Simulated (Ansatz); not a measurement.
## NMR crystallography of Ga2O3: given against relaxed positions

Start: a COD entry, atoms as given.

Space group C2/m (No. 12); a = 12.2140, b = 3.0371, c = 5.7981 Å, β = 103.83°.

| site | Wyckoff | site symmetry | x | y | z |
| --- | --- | --- | --- | --- | --- |
| Ga1 | 4i | m | 0.0905 | 0.0000 | 0.7946 |
| Ga3 | 4i | m | 0.6587 | 0.0000 | 0.3140 |
| O5 | 4i | m | 0.1645 | 0.0000 | 0.1098 |
| O7 | 4i | m | 0.1733 | 0.0000 | 0.5632 |
| O9 | 4i | m | 0.4959 | 0.0000 | 0.2566 |

One atom of each set is listed; the run and its k-mesh use a cell of 10 atoms with edges of 6.29, 6.29, 5.80 Å.

Computed with Ansatz: DFT, PBE, plane waves and PAW, scalar-relativistic, 420 eV cutoff, Γ-centred 10×10×6 k-points, Fermi–Dirac smearing 0.02 eV.

The largest force at the start is 0.22 eV/Å. Relaxing the ions at fixed cell moves them by 0.057 Å at most (atom 5, O) and 0.029 Å rms.

```json
{"site": "Ga1", "moved (Å)": "0.008", "first shell before": "4 O at 1.83–1.86 Å", "first shell after": "4 O at 1.84–1.87 Å", "V_zz before (10²¹ V/m²)": "3.81", "η before": "0.78"}
{"site": "Ga3", "moved (Å)": "0.014", "first shell before": "6 O at 1.94–2.07 Å", "first shell after": "6 O at 1.94–2.07 Å", "V_zz before (10²¹ V/m²)": "2.70", "η before": "0.13"}
{"site": "O5", "moved (Å)": "0.057", "first shell before": "3 Ga at 1.83–1.94 Å", "first shell after": "3 Ga at 1.84–1.95 Å", "V_zz before (10²¹ V/m²)": "-8.52", "η before": "0.41"}
{"site": "O7", "moved (Å)": "0.019", "first shell before": "4 Ga at 1.86–2.07 Å", "first shell after": "4 Ga at 1.87–2.07 Å", "V_zz before (10²¹ V/m²)": "4.00", "η before": "0.09"}
{"site": "O9", "moved (Å)": "0.021", "first shell before": "3 Ga at 1.83–1.94 Å", "first shell after": "3 Ga at 1.84–1.94 Å", "V_zz before (10²¹ V/m²)": "-11.05", "η before": "0.04"}
```

(1) What are V_zz and η after the relaxation?

Answers

(1) 

```csv
site,V_zz after,η after,change of V_zz
Ga1,-3.58,0.91,–
Ga3,2.54,0.11,-0.16
O5,-8.23,0.42,+0.29
O7,4.11,0.03,+0.11
O9,-11.10,0.06,-0.05
```

The largest change of V_zz along a kept axis is on O5, from -8.52 to -8.23. The whole tensor moves most on Ga1, by 0.61 along its most changed direction. In per cent, |V_zz| changes by -6 on Ga, -3 to +3 on O (all sites that start above 0.5, bar those whose gradient vanishes or changes sign or whose main axis turns by over 40°). On Ga1 the largest principal value lies along another axis in the second run, so the two V_zz can't be compared directly.

Before: At this cell the PBE pressure is 10 GPa, so with PBE the cell would grow if it were relaxed.
After: At this cell the PBE pressure is 8 GPa, so with PBE the cell would grow if it were relaxed.
